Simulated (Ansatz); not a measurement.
Wanted: the native input for an Ansatz 0.2.0 run.

- Task: band structure
- Functional: HSE06
- Potentials or basis: Ansatz PAW
- Cutoff: 420 eV (not typed: the program's choice for these potentials)
- k mesh: 8 × 8 × 8
- Occupations: fermi-dirac, width 0.05 eV
- Spin: no spin polarisation
- Path: [["G", "X", "W", "K", "G", "L", "U", "W", "L", "K"], ["U", "X"]]
- Points for each segment of the path: 4

The system is HfN.

```
Hf N
1.0
     0.00000    2.25600    2.25600
     2.25600    0.00000    2.25600
     2.25600    2.25600    0.00000
Hf N
1 1
Direct
  0.00000 0.00000 0.00000
  0.50000 0.50000 0.50000
```

One way to write it, as run:

input

```
crystal:
  lattice:
    - [0.0, 2.256, 2.256]
    - [2.256, 0.0, 2.256]
    - [2.256, 2.256, 0.0]
  atoms:
    - { symbol: Hf, position: [0.0, 0.0, 0.0] }
    - { symbol: "N", position: [0.5, 0.5, 0.5] }
hamiltonian:
  xc: hse06
  pseudopotentials: { kind: paw }
kpoints:
  mp_grid: { grid: [8, 8, 8] }
  band_path:
    path:
      - [[0.0, 0.0, 0.0], [0.5, 0.0, 0.5], [0.5, 0.25, 0.75], [0.375, 0.375, 0.75], [0.0, 0.0, 0.0], [0.5, 0.5, 0.5], [0.625, 0.25, 0.625], [0.5, 0.25, 0.75], [0.5, 0.5, 0.5], [0.375, 0.375, 0.75]]
      - [[0.625, 0.25, 0.625], [0.5, 0.0, 0.5]]
    npoints: 4
scf:
  occupations: { method: fermi_dirac, width: 0.05 }
  n_extra_bands: 6
output:
  forces: true
  stress: true
  eigenvalues: true
  fatbands: false
```

Results of the run:

| Item | Value |
| --- | --- |
| Pressure | 2.0 GPa |
| Band gap on the k mesh | none (metal or under the smearing width) |

Caveat: the pressure holds a Pulay correction of +0.4 GPa for the finite cutoff; spin-orbit coupling is left out, which moves the levels of the heavy elements; the PAW data sets come from PBE, with cores solved anew for the run's functional, which leaves a small shift of forces and pressure; the thresholds are loose for stress.

Run time: 100 s on 1 × NVIDIA H100 80GB HBM3 with 2 threads of AMD EPYC 7R13 Processor (Zen 3), with other jobs on the host, peak memory 2.6 GiB.
